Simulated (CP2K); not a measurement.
# Sb (P2_1/m) in CP2K: a series of runs

One crystal, Sb, is run at these levels: PBE; tasks: single point.

Everything below comes from runs of CP2K 2026.2. Logs are shortened: lines on timing, memory, paths and dates and some standing lists are left out, and cuts for length are marked.

### 1 The crystal as given

It takes space group P2_1/m (No. 11, monoclinic). The conventional cell has a = 3.122 Å, b = 4.348 Å, c = 4.406 Å, α = 90.00°, β = 90.51°, γ = 90.00°. Sb (site symmetry m) has 6 Sb at 3.04 to 3.15 Å as nearest neighbours.

This isn't the form of Sb at room conditions, which is rhombohedral.

### 2 Single point, PBE

Input file sb_scf.inp:

```
&GLOBAL
  PROJECT sb_scf
  RUN_TYPE ENERGY_FORCE
  PRINT_LEVEL LOW
&END GLOBAL
&FORCE_EVAL
  METHOD QS
  STRESS_TENSOR ANALYTICAL
  &DFT
    BASIS_SET_FILE_NAME BASIS_MOLOPT
    POTENTIAL_FILE_NAME GTH_POTENTIALS
    &MGRID
      CUTOFF 450
      REL_CUTOFF 60
      NGRIDS 4
    &END MGRID
    &QS
      METHOD GPW
      EPS_DEFAULT 1.0E-10
    &END QS
    &KPOINTS
      SCHEME MONKHORST-PACK 9 6 6
      GAMMA_CENTERED T
      SYMMETRY T
      SYMMETRY_BACKEND SPGLIB
    &END KPOINTS
    &SCF
      SCF_GUESS ATOMIC
      EPS_SCF 1.0E-6
      MAX_SCF 100
      ADDED_MOS 3
      CHOLESKY OFF
      EPS_EIGVAL 1.0E-7
      &DIAGONALIZATION ON
        ALGORITHM STANDARD
      &END DIAGONALIZATION
      &MIXING ON
        METHOD BROYDEN_MIXING
        ALPHA 0.4
        BETA 1.5
        NBUFFER 8
      &END MIXING
      &SMEAR ON
        METHOD FERMI_DIRAC
        ELECTRONIC_TEMPERATURE [K] 580.226
      &END SMEAR
    &END SCF
    &XC
      &XC_FUNCTIONAL PBE
      &END XC_FUNCTIONAL
    &END XC
    &PRINT
      &KPOINTS ON
      &END KPOINTS
      &MULLIKEN ON
      &END MULLIKEN
      &MO ON
        ENERGIES T
        OCCUPATION_NUMBERS T
        &EACH
          QS_SCF 0
        &END EACH
        ADD_LAST NUMERIC
      &END MO
    &END PRINT
  &END DFT
  &SUBSYS
    &CELL
      A 3.1224020000 0.0000000000 0.0000000000
      B 0.0000000000 4.3475180000 0.0000000000
      C -0.0389150000 0.0000000000 4.4058520000
      PERIODIC XYZ
    &END CELL
    &COORD
      SCALED
      Sb  0.0113890000 0.2500000000 0.2411660000
      Sb  0.9886110000 0.7500000000 0.7588340000
    &END COORD
    &KIND Sb
      BASIS_SET SZV-MOLOPT-SR-GTH-q5
      POTENTIAL GTH-PBE-q5
    &END KIND
    &PRINT
      &ATOMIC_COORDINATES ON
      &END ATOMIC_COORDINATES
      &CELL ON
      &END CELL
    &END PRINT
  &END SUBSYS
  &PRINT
    &FORCES ON
    &END FORCES
    &STRESS_TENSOR ON
    &END STRESS_TENSOR
  &END PRINT
&END FORCE_EVAL
```

Potentials or basis: GTH_POTENTIALS Sb GTH-PBE-q5; SZV-MOLOPT-SR-GTH basis.

Run with:

```console
$ OMP_NUM_THREADS=1 cp2k.psmp -i sb_scf.inp -o sb_scf.out
```

sb_scf.out:

```text

 CP2K| version string:                                       CP2K version 2026.2
 CP2K| Input file name                                                sb_scf.inp

 GLOBAL| Force Environment number                                              1
 GLOBAL| Basis set file name                                        BASIS_MOLOPT
 GLOBAL| Potential file name                                      GTH_POTENTIALS
 GLOBAL| MM Potential file name                                     MM_POTENTIAL
 GLOBAL| Coordinate file name                                      __STD_INPUT__
 GLOBAL| Method name                                                        CP2K
 GLOBAL| Project name                                                     sb_scf
 GLOBAL| Run type                                                   ENERGY_FORCE
 GLOBAL| FFT library                                                       FFTW3
[... 8 lines left out ...]
 GLOBAL| CPU model name                                                  UNKNOWN

 CELL| Volume [angstrom^3]:                                            59.808114
 CELL| Vector a [angstrom]:       3.122     0.000     0.000   |a| =     3.122402
 CELL| Vector b [angstrom]:       0.000     4.348     0.000   |b| =     4.347518
 CELL| Vector c [angstrom]:      -0.039     0.000     4.406   |c| =     4.406024
 CELL| Angle (b,c), alpha [degree]:                                    90.000000
 CELL| Angle (a,c), beta  [degree]:                                    90.506056
 CELL| Angle (a,b), gamma [degree]:                                    90.000000
 CELL| Numerically orthorhombic:                                              NO
 CELL| Periodicity                                                           XYZ

 CELL_REF| Volume [angstrom^3]:                                        59.808114
 CELL_REF| Vector a [angstrom     3.122     0.000     0.000   |a| =     3.122402
 CELL_REF| Vector b [angstrom     0.000     4.348     0.000   |b| =     4.347518
 CELL_REF| Vector c [angstrom    -0.039     0.000     4.406   |c| =     4.406024
 CELL_REF| Angle (b,c), alpha [degree]:                                90.000000
 CELL_REF| Angle (a,c), beta  [degree]:                                90.506056
 CELL_REF| Angle (a,b), gamma [degree]:                                90.000000
 CELL_REF| Numerically orthorhombic:                                          NO
 CELL_REF| Periodicity                                                       XYZ
[... 9 lines left out ...]
 TOTAL NUMBERS AND MAXIMUM NUMBERS

  Total number of            - Atomic kinds:                                   1
                             - Atoms:                                          2
                             - Shell sets:                                     2
                             - Shells:                                         4
                             - Primitive Cartesian functions:                 10
                             - Cartesian basis functions:                      8
                             - Spherical basis functions:                      8

  Maximum angular momentum of- Orbital basis functions:                        1
                             - Local part of the GTH pseudopotential:          0
                             - Non-local part of the GTH pseudopotential:      4

 MODULE QUICKSTEP: ATOMIC COORDINATES IN ANGSTROM

   Atom Kind Element         X             Y             Z       Z(eff)     Mass
      1    1 Sb   51      0.026176      1.086879      1.062542   5.0000 121.7600
      2    1 Sb   51      3.057311      3.260638      3.343310   5.0000 121.7600

 SCF PARAMETERS         Density guess:                                    ATOMIC
                        --------------------------------------------------------
                        max_scf:                                             100
                        max_scf_history:                                       0
                        max_diis:                                              4
[... 5 lines left out ...]
                        --------------------------------------------------------
                        level_shift [a.u.]:                             0.000000
                        added MOs                                         3    0
                        --------------------------------------------------------
                        Mixing method:                            BROYDEN_MIXING
                                                charge density mixing in g-space
                        --------------------------------------------------------
[... 9 lines left out ...]
 *******************************************************************************
 BRILLOUIN| K-point scheme                                        Monkhorst-Pack
 BRILLOUIN| K-Point grid                                             9    6    6
[... 35 lines left out ...]
     3 Broy./Diag. 0.40E+00    0.4     0.00549679       -11.0236138209  7.99E-02
     4 Broy./Diag. 0.40E+00    0.4     0.00148369       -10.9977748185  2.58E-02
     5 Broy./Diag. 0.40E+00    0.4     0.00115117       -10.9807428185  1.70E-02
     6 Broy./Diag. 0.40E+00    0.4     0.00050339       -10.9818374442 -1.09E-03
     7 Broy./Diag. 0.40E+00    0.4     0.00011602       -10.9823358422 -4.98E-04
     8 Broy./Diag. 0.40E+00    0.4     0.00014689       -10.9830499260 -7.14E-04
     9 Broy./Diag. 0.40E+00    0.4     0.00004895       -10.9831096398 -5.97E-05
    10 Broy./Diag. 0.40E+00    0.4     0.00004742       -10.9831510344 -4.14E-05
    11 Broy./Diag. 0.40E+00    0.4     0.00000735       -10.9831818288 -3.08E-05
    12 Broy./Diag. 0.40E+00    0.4     0.00000121       -10.9831886699 -6.84E-06
    13 Broy./Diag. 0.40E+00    0.4     0.00000069       -10.9831923645 -3.69E-06

  *** SCF run converged in    13 steps ***

  Electronic density on regular grids:         -9.9999999988        0.0000000012
  Core density on regular grids:                9.9999999966       -0.0000000034
  Total charge density on r-space grids:       -0.0000000023
  Total charge density g-space grids:          -0.0000000023

  Overlap energy of the core charge distribution:               0.00000000007085
  Self energy of the core charge distribution:                -23.90633828592188
  Core Hamiltonian energy:                                      5.43025368726375
  Hartree energy:                                              10.36705916669919
  Exchange-correlation energy:                                 -2.87365615179410
  Electronic entropic energy:                                  -0.00051078088355
  Fermi energy:                                                 0.22972635148527

  Total energy:                                               -10.98319236447468
  Total energy (extrapolated to T->0):                        -10.98293697403291

 MO| EIGENVALUES AND OCCUPATION NUMBERS FOR K POINT 1
 MO|
 MO|  Index      Eigenvalue [a.u.]        Eigenvalue [eV]             Occupation
 MO|      1              -0.104604              -2.846408               2.000000
 MO|      2              -0.049391              -1.344000               2.000000
 MO|      3               0.062933               1.712486               2.000000
 MO|      4               0.086004               2.340274               2.000000
 MO|      5               0.105384               2.867646               2.000000
 MO|      6               0.153788               4.184780               2.000000
 MO|      7               0.384826              10.471649               0.000000
 MO|      8               0.459916              12.514944               0.000000
 MO| Sum:                                                              12.000000
 MO| E(Fermi):            0.229726 a.u.          6.251172 eV
 MO| Band gap:            0.048404 a.u.          1.317133 eV
[... 179 lines left out ...]
 MO| EIGENVALUES AND OCCUPATION NUMBERS FOR K POINT 14
 MO|
 MO|  Index      Eigenvalue [a.u.]        Eigenvalue [eV]             Occupation
 MO|      1              -0.154276              -4.198059               2.000000
 MO|      2               0.004921               0.133909               2.000000
 MO|      3               0.017729               0.482419               2.000000
 MO|      4               0.149621               4.071398               2.000000
 MO|      5               0.157681               4.290713               2.000000
 MO|      6               0.178491               4.856976               2.000000
 MO|      7               0.379644              10.330648               0.000000
 MO|      8               0.390439              10.624385               0.000000
 MO| Sum:                                                              12.000000
 MO| E(Fermi):            0.229726 a.u.          6.251172 eV
 MO| Band gap:            0.020810 a.u.          0.566263 eV

 [... the levels of further k-points ...]

 !-----------------------------------------------------------------------------!
                     Mulliken Population Analysis

 #  Atom  Element  Kind  Atomic population                           Net charge
       1     Sb       1          5.000000                             -0.000000
       2     Sb       1          5.000000                              0.000000
 # Total charge                             10.000000                 -0.000000

 !-----------------------------------------------------------------------------!

 ENERGY| Total FORCE_EVAL ( QS ) energy [hartree]            -10.983192823837133

 FORCES| Atomic forces [hartree/bohr]
 FORCES|   Atom     x               y               z               |f|
 FORCES|      1 -1.34398802E-03 -2.63854176E-14  5.80223769E-04   1.46388641E-03
 FORCES|      2  1.34398808E-03  2.69287440E-14 -5.80223741E-04   1.46388645E-03
 FORCES| Sum     6.38319172E-11  5.43326375E-16  2.80481055E-11
 FORCES| Total atomic force                                       6.97223771E-11

 STRESS| Analytical stress tensor [bar]
 STRESS|                        x                   y                   z
 STRESS|      x        3.87623796517E+04  -8.72920689874E-09   1.35387025540E+03
 STRESS|      y       -8.72920689874E-09   3.70970285574E+04  -1.43788857126E-08
 STRESS|      z        1.35387025540E+03  -1.43788857126E-08   3.45149752283E+04
 STRESS| 1/3 Trace                                             3.67914611458E+04
 STRESS| Determinant                                           4.95634704919E+13

 STRESS| Eigenvectors and eigenvalues of the analytical stress tensor [bar]
 STRESS|                        1                   2                   3
 STRESS| Eigenvalues   3.41201310830E+04   3.70970285574E+04   3.91572237971E+04
 STRESS|      x          -0.279977337392      0.000000000006      0.960006609637
 STRESS|      y           0.000000000004      1.000000000000     -0.000000000005
 STRESS|      z           0.960006609637     -0.000000000002      0.279977337392
```

Run time: 6.1 s. Hardware: 1 thread of Arm Neoverse V2, shared host; peak memory 0.23 GiB.

Results:

```yaml
Free_energy: -298.8679 eV
Pressure: 3.7 GPa
Largest_force: 0.075 eV/Å
Band_gap_on_the_k_mesh: none (metal or under the smearing width)
```

Forces on the atoms (eV/Å):
```
Sb  -0.069  0.000  0.030
Sb   0.069  0.000 -0.030
```

Levels at points of the mesh, in eV from the Fermi level:
```
           k point  band 3  band 4  band 5  band 6  band 7  band 8
(0.00, 0.00, 0.00)   -4.21   -4.08    2.95    3.18    3.23    6.66
(0.00, 0.00, 0.50)   -1.88   -1.24   -0.77   -0.64    4.48    4.89
(0.00, 0.50, 0.00)   -1.72   -1.72   -0.75   -0.75    4.70    4.70
(0.00, 0.50, 0.50)   -6.29   -6.29    4.86    4.86    5.13    5.13
```

Caveat: a minimal basis gives rough bond lengths, pressures and levels; the basis of atomic orbitals isn't converged, which shifts pressures, moduli and gaps. The run has no spin-orbit coupling, so splittings on Sb are missing.

### 3 Single point, PBE

Edit sb_scf.inp of step 2 so:

```diff
@@ -30,3 +30,3 @@
       MAX_SCF 100
-      ADDED_MOS 3
+      ADDED_MOS 10
       CHOLESKY OFF
@@ -79,3 +79,3 @@
     &KIND Sb
-      BASIS_SET SZV-MOLOPT-SR-GTH-q5
+      BASIS_SET DZVP-MOLOPT-SR-GTH-q5
       POTENTIAL GTH-PBE-q5
```

Potentials or basis: GTH_POTENTIALS Sb GTH-PBE-q5; DZVP-MOLOPT-SR-GTH basis.

Run with:

```console
$ OMP_NUM_THREADS=1 cp2k.psmp -i sb_scf.inp -o sb_scf.out
```

Run time: 11 s. Hardware: 1 thread of Arm Neoverse V2, shared host; peak memory 0.24 GiB.

The run converged. Its results:

```
Free energy            : -300.9092 eV
Pressure               : 1.3 GPa
Largest force          : 0.064 eV/Å
Band gap on the k mesh : none (metal or under the smearing width)
```

Forces on the atoms (eV/Å):
```
Sb  -0.028  0.000  0.058
Sb   0.028  0.000 -0.058
```

Stress tensor (GPa, compression positive):
```
1.56 0.00 0.08
0.00 1.04 0.00
0.08 0.00 1.31
```

Levels at points of the mesh, in eV from the Fermi level:
```
           k point  band 3  band 4  band 5  band 6  band 7  band 8
(0.00, 0.00, 0.00)   -3.69   -3.56    2.85    3.07    3.29    3.85
(0.00, 0.00, 0.50)   -1.68   -1.15   -1.00   -0.85    4.50    4.86
(0.00, 0.50, 0.00)   -1.58   -1.58   -0.98   -0.98    4.70    4.70
(0.00, 0.50, 0.50)   -5.72   -5.72    5.06    5.06    5.32    5.32
```

Caveat: the basis of atomic orbitals isn't converged, which shifts pressures, moduli and gaps. The run has no spin-orbit coupling, so splittings on Sb are missing.

### 4 Single point, PBE

Edit sb_scf.inp of step 3 so:

```diff
@@ -9,4 +9,4 @@
   &DFT
-    BASIS_SET_FILE_NAME BASIS_MOLOPT
-    POTENTIAL_FILE_NAME GTH_POTENTIALS
+    BASIS_SET_FILE_NAME BASIS_MOLOPT_UZH
+    POTENTIAL_FILE_NAME POTENTIAL_UZH
     &MGRID
@@ -79,3 +79,3 @@
     &KIND Sb
-      BASIS_SET DZVP-MOLOPT-SR-GTH-q5
+      BASIS_SET DZVP-MOLOPT-PBE-GTH-q5
       POTENTIAL GTH-PBE-q5
```

Potentials or basis: POTENTIAL_UZH Sb GTH-PBE-q5; DZVP-MOLOPT-PBE-GTH basis.

Run with:

```console
$ OMP_NUM_THREADS=1 cp2k.psmp -i sb_scf.inp -o sb_scf.out
```

Run time: 8.1 s. Hardware: 1 thread of Arm Neoverse V2, shared host; peak memory 0.24 GiB.

Results (log left out):

```yaml
Free_energy: -300.8131 eV
Pressure: 1.6 GPa
Largest_force: 0.072 eV/Å
Band_gap_on_the_k_mesh: none (metal or under the smearing width)
```

Forces in eV/Å, atoms in the order of the input:
```
Sb  -0.033  0.000  0.064
Sb   0.033  0.000 -0.064
```

Stress tensor (GPa, compression positive):
```
1.82 0.00 0.10
0.00 1.33 0.00
0.10 0.00 1.56
```

Levels at points of the mesh, in eV from the Fermi level:
```csv
k point,band 2,band 3,band 4,band 5,band 6,band 7,band 8,band 9
"(0.00, 0.00, 0.00)",-7.45,-3.73,-3.59,2.59,3.14,3.36,3.64,6.93
"(0.00, 0.00, 0.50)",-10.54,-1.70,-1.17,-1.01,-0.86,4.58,4.96,9.64
"(0.00, 0.50, 0.00)",-10.72,-1.60,-1.60,-0.99,-0.99,4.79,4.79,9.85
"(0.00, 0.50, 0.50)",-10.06,-5.76,-5.76,5.16,5.16,5.42,5.42,9.54
```

Caveat: the basis of atomic orbitals isn't converged, which shifts pressures, moduli and gaps. The run has no spin-orbit coupling, so splittings on Sb are missing.

### 5 Single point, PBE

Edit sb_scf.inp of step 4 so:

```diff
@@ -9,3 +9,3 @@
   &DFT
-    BASIS_SET_FILE_NAME BASIS_MOLOPT_UZH
+    BASIS_SET_FILE_NAME BASIS_ccGRB_UZH
     POTENTIAL_FILE_NAME POTENTIAL_UZH
@@ -79,3 +79,3 @@
     &KIND Sb
-      BASIS_SET DZVP-MOLOPT-PBE-GTH-q5
+      BASIS_SET ccGRB-D-q5
       POTENTIAL GTH-PBE-q5
```

Potentials or basis: POTENTIAL_UZH Sb GTH-PBE-q5; ccGRB-D basis.

Run with:

```console
$ OMP_NUM_THREADS=1 cp2k.psmp -i sb_scf.inp -o sb_scf.out
```

It took 8.2 s on 1 thread of Arm Neoverse V2, shared host; peak memory 0.24 GiB.

Results (log left out):

```yaml
Free_energy: -300.7988 eV
Pressure: 2.6 GPa
Largest_force: 0.102 eV/Å
Band_gap_on_the_k_mesh: none (metal or under the smearing width)
```

Forces on the atoms (eV/Å):
```
Sb  -0.004  0.000  0.102
Sb   0.004  0.000 -0.102
```

Stress tensor (GPa, compression positive):
```
2.74 0.00 0.05
0.00 2.23 0.00
0.05 0.00 2.69
```

Levels at points of the mesh, in eV from the Fermi level:
```tsv
k point	band 3	band 4	band 5	band 6	band 7	band 8
(0.00, 0.00, 0.00)	-3.71	-3.58	2.16	3.05	3.27	3.43
(0.00, 0.00, 0.50)	-1.67	-1.13	-0.99	-0.83	4.48	4.85
(0.00, 0.50, 0.00)	-1.56	-1.56	-0.97	-0.97	4.69	4.69
(0.00, 0.50, 0.50)	-5.74	-5.74	5.08	5.08	5.35	5.35
```

Caveat: the basis of atomic orbitals isn't converged, which shifts pressures, moduli and gaps. The run has no spin-orbit coupling, so splittings on Sb are missing.

### 6 Summary

| potentials or basis | basis sets | potentials | ADDED_MOS | gap on the mesh (eV) | pressure (GPa) | largest force (eV/Å) |
| --- | --- | --- | --- | --- | --- | --- |
| GTH_POTENTIALS Sb GTH-PBE-q5; SZV-MOLOPT-SR-GTH basis | Sb SZV-MOLOPT-SR-GTH-q5 | Sb GTH-PBE-q5 of GTH_POTENTIALS | [3] | none | 3.7 | 0.08 |
| GTH_POTENTIALS Sb GTH-PBE-q5; DZVP-MOLOPT-SR-GTH basis | Sb DZVP-MOLOPT-SR-GTH-q5 | Sb GTH-PBE-q5 of GTH_POTENTIALS | [10] | none | 1.3 | 0.06 |
| POTENTIAL_UZH Sb GTH-PBE-q5; DZVP-MOLOPT-PBE-GTH basis | Sb DZVP-MOLOPT-PBE-GTH-q5 | Sb GTH-PBE-q5 of POTENTIAL_UZH | [10] | none | 1.6 | 0.07 |
| POTENTIAL_UZH Sb GTH-PBE-q5; ccGRB-D basis | Sb ccGRB-D-q5 | Sb GTH-PBE-q5 of POTENTIAL_UZH | [10] | none | 2.6 | 0.10 |

Alike in all rows: task single point; level PBE; no spin polarisation; cell as given; k mesh 9 × 6 × 6; smearing fermi-dirac 0.05 eV.

Caveats: the basis of atomic orbitals isn't converged, which shifts pressures, moduli and gaps; a minimal basis gives rough bond lengths, pressures and levels (some runs).

Absolute energies hang on the potentials; compare differences alone.
